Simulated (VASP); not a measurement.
**A VASP 6.6.1 single-point calculation on AlN**

INCAR

```
PREC = Accurate
NELM = 61
LWAVE = .FALSE.
ALGO = Normal
LCHARG = .FALSE.
EDIFF = 1E-7
ENCUT = 520
METAGGA = R2SCAN
NBANDS = 5
SIGMA = 0.2
LASPH = .TRUE.
IBRION = -1
ISMEAR = 0
NSW = 0
ISIF = 2
LREAL = .FALSE.
```

KPOINTS

```
KPOINTS created by Atomic Simulation Environment
0
Gamma
10 10 10
0 0 0
```

POSCAR

```
Al N
 1.0000000000000000
     0.0000000000000000    1.9784910831000000    1.9784910831000000
     1.9784910831000000    0.0000000000000000    1.9784910831000000
     1.9784910831000000    1.9784910831000000    0.0000000000000000
 Al  N
   1   1
Cartesian
  0.0000000000000000  0.0000000000000000  0.0000000000000000
  1.9784910831000000  1.9784910831000000  1.9784910831000000
```

The recommended PBE PAW datasets give the neutral cell 8 valence electrons.

Command

```
mpirun -np 1 vasp_std
```

Q: How does this run end, and what does it give?

A: It converged. Results: gap between bands v and c on the k mesh 5.87 eV; least direct gap on the k mesh 7.52 eV; pressure 18.0 GPa. Band v is the last that the valence electrons fill when counted band by band, and c is the next.

OSZICAR

```
N       E                     dE             d eps       ncg     rms          rms(c)
DAV:   1     0.180781879833E+02    0.18078E+02   -0.43581E+03   550   0.142E+03
DAV:   2    -0.217245812186E+02   -0.39803E+02   -0.36755E+02   670   0.252E+02
DAV:   3    -0.225137398728E+02   -0.78916E+00   -0.78916E+00   595   0.472E+01
DAV:   4    -0.225169435535E+02   -0.32037E-02   -0.32037E-02   760   0.252E+00
DAV:   5    -0.225169528616E+02   -0.93081E-05   -0.93084E-05   635   0.622E-02    0.825E+00
DAV:   6    -0.187909155625E+02    0.37260E+01   -0.61765E+00   540   0.278E+01    0.373E+00
DAV:   7    -0.188279482595E+02   -0.37033E-01   -0.39803E-01   660   0.843E+00    0.215E+00
DAV:   8    -0.188461671070E+02   -0.18219E-01   -0.33586E-02   620   0.318E+00    0.221E-01
DAV:   9    -0.188463234036E+02   -0.15630E-03   -0.19283E-04   695   0.251E-01    0.767E-02
DAV:  10    -0.188464664832E+02   -0.14308E-03   -0.18182E-04   650   0.229E-01    0.155E-02
DAV:  11    -0.188464639112E+02    0.25720E-05   -0.18802E-05   615   0.508E-02    0.357E-03
DAV:  12    -0.188464638690E+02    0.42194E-07   -0.47691E-07   540   0.116E-02
   1 F= -.18846464E+02 E0= -.18846464E+02  d E =-.647391E-11
```

Standard output (part)

```
POSCAR found type information on POSCAR AlN
 POSCAR found :  2 types and       2 ions
 LDA part: xc-table for (None), standard interpolation
 POSCAR, INCAR and KPOINTS ok, starting setup
 WAVECAR not read
 entering main loop
```

For comparison, a separate r²SCAN run of the intended cell, on usual settings and not on those above, gives a gap of 5.87 eV on its mesh and a pressure of 18.0 GPa.
